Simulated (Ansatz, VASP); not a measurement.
HgTe in VASP and in Ansatz

```
Hg Te
1.0
     0.00000    2.91816    2.91816
     2.91816    0.00000    2.91816
     2.91816    2.91816    0.00000
Hg Te
1 1
Direct
  0.00000 0.00000 0.00000
  0.25000 0.25000 0.25000
```

Change from the starting cell: volume scaled by 0.72, LAPW.

Alike in both runs: task single point; functional PBEsol; k mesh 12 × 12 × 12; occupations fermi-dirac, width 0.05 eV; no spin polarisation.

```csv
,VASP,Ansatz
version,VASP 6.6.1,Ansatz 0.2.0
potentials or method,"VASP PAW PBE potentials, release 64 (Hg, Te), cutoff 520 eV","all-electron LAPW, scalar-relativistic"
```

|  | VASP | Ansatz | Ansatz less VASP |
| --- | --- | --- | --- |
| pressure (GPa) | 32.5 | 32.0 | -0.49 |

Ansatz ran all-electron here, so the differences hold the error of VASP's frozen core and of both bases.

Caveats: so large a pressure means that the cell lies far from this level's equilibrium, or that cutoff or potentials fall short (VASP); the potentials were made for another functional, which shifts forces and pressure (VASP). The runs have no spin-orbit coupling, so splittings on Hg, Te are missing.
